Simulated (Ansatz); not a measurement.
## CdSe, one cell by several methods

```
CELL_PARAMETERS angstrom
0.00000 2.86907 2.86907
2.86907 0.00000 2.86907
2.86907 2.86907 0.00000
ATOMIC_POSITIONS crystal
Cd 0.00000 0.00000 0.00000
Se 0.50000 0.50000 0.50000
```

Atom numbers follow the list: Cd1, Se2.

Conventional cell: a = 5.738 Å, b = 5.738 Å, c = 5.738 Å, α = 90.00°, β = 90.00°, γ = 90.00°. Around Cd (atom 1) lie 6 Se at 2.87 Å. Se (atom 2) has 6 Cd at 2.87 Å as nearest neighbours.

The cell was built from the rocksalt type and relaxed in the same program, and has space group Fm-3m; it needn't be a known or the stable phase.

Levels of theory: DFT, PBE, PAW with Ansatz's default frozen-core files, scalar-relativistic (Ansatz 0.2.0); DFT, PBE, all-electron PAW with datasets made for the crystal, scalar-relativistic (Ansatz 0.2.0); DFT, PBE, all-electron LAPW, scalar-relativistic (Ansatz 0.2.0).

For PAW: a Γ-centred 12×12×12 k mesh, Fermi–Dirac smearing of 0.03 eV, cutoff 420 eV, no spin polarisation. The crystal-made all-electron datasets (AE datasets) take a cutoff of 260 eV at this cell. LAPW targets a basis error of 1 meV/atom. The Ansatz runs share mesh, smearing and spin set-up. Plane-wave (PAW) pressures include the program's estimate of the Pulay term.

Stress and pressure are positive in compression.

Levels count from the Fermi level.

```tsv
quantity	PAW	AE datasets	LAPW
pressure (GPa)	-0.03	-0.03	-0.03
highest filled level at K (eV)	-1.414	-1.414	-1.414
lowest empty level at K (eV)	1.469	1.470	1.470
highest filled level at L (eV)	-0.063	-0.063	-0.063
lowest empty level at L (eV)	3.002	3.003	3.003
highest filled level at Γ (eV)	-0.644	-0.644	-0.644
lowest empty level at Γ (eV)	0.089	0.089	0.089
```

PAW's pressure differs from the LAPW value by about 0.01 GPa or less. Datasets made for the crystal and LAPW share parts of one code, so their agreement isn't an independent check.
